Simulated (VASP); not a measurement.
As: relaxation of the atoms with PBE+D3(BJ)

The system is As, a slab with vacuum.

```
CELL_PARAMETERS angstrom
3.57162 0.00000 0.00000
-1.78581 3.24777 0.00000
0.00000 0.00000 28.57424
ATOMIC_POSITIONS crystal
As 0.33333 0.66667 0.47555
As 0.66667 0.33333 0.52445
```

The cell isn't the ideal one: strain along y +0.050, atoms relaxed.

| Item | Value |
| --- | --- |
| Program | VASP 6.6.1 |
| Task | relaxation of the atoms |
| Functional | PBE |
| Dispersion | D3(BJ) |
| Potentials or basis | VASP PAW PBE potentials, release 64 (As) |
| Cutoff | 520 eV |
| k mesh | 9 × 9 × 1 |
| Occupations | gaussian, width 0.02 eV |
| Spin | no spin polarisation |
| Dipole correction | yes |
| Further INCAR settings | ALGO = Normal; EDIFF = 1e-06; IBRION = 2; EDIFFG = -0.01; NSW = 60 |

| Quantity | Value |
| --- | --- |
| Energy gained by relaxing | 1.4 meV/atom |
| Ionic steps | 5 |
| Band gap on the k mesh | 1.44 eV, indirect (least direct gap 1.53 eV) |
| Dispersion energy per atom | -0.201 eV |

Step by step:
| step | energy change (eV) | largest force (eV/Å) | pressure (GPa) |
| --- | --- | --- | --- |
| 1 | 0.0000 | 0.2310 | -0.39 |
| 2 | -0.0026 | 0.0581 | -0.30 |
| 3 | -0.0026 | 0.0570 | -0.30 |
| 4 | -0.0027 | 0.0137 | -0.31 |
| 5 | -0.0028 | 0.0015 | -0.31 |

Final structure:
```
CELL_PARAMETERS angstrom
3.57162 0.00000 0.00000
-1.78581 3.24777 0.00000
0.00000 0.00000 28.57424
ATOMIC_POSITIONS crystal
As 0.33467 0.66934 0.47585
As 0.66533 0.33066 0.52415
```

Levels at points of the mesh, in eV from the valence-band top:
| k point | band 1 | band 2 | band 3 | band 4 | band 5 | band 6 | band 7 | band 8 | band 9 |
| --- | --- | --- | --- | --- | --- | --- | --- | --- | --- |
| (0.00, 0.00, 0.00) | -13.34 | -7.14 | -0.52 | -0.33 | 0.00 | 1.53 | 3.22 | 3.48 | 4.83 |

Run time: 100 s on 1 thread of Intel(R) Xeon(R) 6975P-C (Granite Rapids), with other jobs on the host, peak memory 0.48 GiB.
